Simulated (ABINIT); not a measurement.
The system is ZrB2.

```xyz
3
Lattice="3.1700 0.0000 0.0000 -1.5850 2.7453 0.0000 0.0000 0.0000 3.5330" Properties=species:S:1:pos:R:3 pbc="T T T"
Zr    0.0000    0.0000    0.0000
B     1.5850    0.9151    1.7665
B     0.0000    1.8302    1.7665
```

Base run:

```yaml
Program: ABINIT 10.8.3 (patched build)
Functional: HCTH407
Potentials_or_basis: JTH PAW PBE v2.0
Cutoff: 463 eV
k_mesh: 10 × 10 × 8
Occupations: fermi-dirac, width 0.05 eV
Spin: no spin polarisation
```

Its results: band gap on the k mesh none (metal or under the smearing width); pressure -7.4 GPa.

Task: The run is repeated on the same cell with these changes: functional from HCTH407 to revPBE. What comes out?

Result: Band gap on the k mesh none (metal or under the smearing width); pressure 3.3 GPa.

Caveats: the PAW data sets were made with another functional, which shifts forces and pressure a little.
